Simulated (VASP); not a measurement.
Crystal: Ru.

```
Ru
1.0
     2.70580    0.00000    0.00000
    -1.35290    2.34329    0.00000
     0.00000    0.00000    4.28190
Ru
2
Direct
  0.66667 0.33333 0.75000
  0.33333 0.66667 0.25000
```

```yaml
Program: VASP 6.6.1
Task: relaxation of cell and atoms
Functional: vdW-DF-cx
Potentials_or_basis: VASP PAW PBE potentials, release 64 (Ru_pv)
Cutoff: 600 eV
k_mesh: 11 × 11 × 6
Occupations: fermi-dirac, width 0.05 eV
Spin: no spin polarisation
```

At the start: pressure -4.4 GPa; volume 13.57 Å³/atom.

Problem. Where does the relaxation end?

Solution. Over 3 steps the energy falls by 2.5 meV/atom and the volume is 13.41 Å³/atom (-1.2 %); space group P6_3/mmc (No. 194, to 0.05 Å).

The path:
```
step  energy change (eV)  largest force (eV/Å)  pressure (GPa)  volume (Å³)
   1              0.0000                0.0000           -4.37        27.15
   2              0.0450                0.0000           15.03        25.72
   3             -0.0050                0.0000           -0.01        26.81
```

Final structure:
```
Ru
1.0
     2.69469    0.00000    0.00000
    -1.34735    2.33367    0.00000
     0.00000    0.00000    4.26332
Ru
2
Direct
  0.66667 0.33333 0.75000
  0.33333 0.66667 0.25000
```

Caveat: the PAW data sets were made with another functional, which shifts forces and pressure a little.
